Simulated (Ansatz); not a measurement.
Relaxed-ion elastic tensor of ZnTe (zinc blende, space group No. 216) in GPa (Voigt order), r²SCAN in the plane-wave PAW code Ansatz; density 5.61 g/cm³, 28.56 Å³ per atom.

```tsv
	1	2	3	4	5	6
1	71.7	38.9	38.9	0.0	0.0	0.0
2	38.9	71.7	38.9	0.0	0.0	0.0
3	38.9	38.9	71.7	0.0	0.0	0.0
4	0.0	0.0	0.0	33.7	0.0	0.0
5	0.0	0.0	0.0	0.0	33.7	0.0
6	0.0	0.0	0.0	0.0	0.0	33.7
```

Q: Is the crystal mechanically stable?

A: Yes: the smallest eigenvalue of C is 32.8 GPa.

Q: Work out the Voigt, Reuss and Hill averages.

A: K_V = 49.8, K_R = 49.8, K_H = 49.8; G_V = 26.8, G_R = 23.7, G_H = 25.2 GPa.

Q: Give Young's modulus, Poisson's ratio, Pugh's ratio and the universal anisotropy index.

A: E = 9KG/(3K + G) = 64.8 GPa; ν = 0.28; K/G = 1.97 (ductile by the Pugh limit of 1.75); A_U = 5G_V/G_R + K_V/K_R − 6 = 0.65.

Q: Estimate the sound speeds and the Debye temperature.

A: v_l = √((K + 4G/3)/ρ) = 3860 m/s, v_t = √(G/ρ) = 2120 m/s, mean 2360 m/s; Θ = (h/k)(3n/4πV)^(1/3) v_m = 230 K.

Q: Give the Zener ratio and Young's modulus along [100], [110] and [111].

A: A = 2C44/(C11 − C12) = 2.06; 1/E = S11 − 2(S11 − S12 − S44/2)Γ with Γ = 0, 1/4, 1/3 gives 44.3, 67.9, 82.5 GPa.

Q: Solve the Christoffel equation for the three sound speeds along [100], [110], [111].

A: Eigenvalues of C_ijkl n_j n_l equal ρv² (piezoelectric stiffening left out). In km/s, slowest first: [100] 2.45, 2.45, 3.57; [110] 1.71, 2.45, 3.98; [111] 1.99, 1.99, 4.11.

Space group F-43m (zinc blende). Symmetry was held in the r²SCAN relaxation; of distortions, only those at the zone centre were tested. Spin–orbit coupling is left out wherever it is not named.

Potentials: the later of the program's two PAW sets.
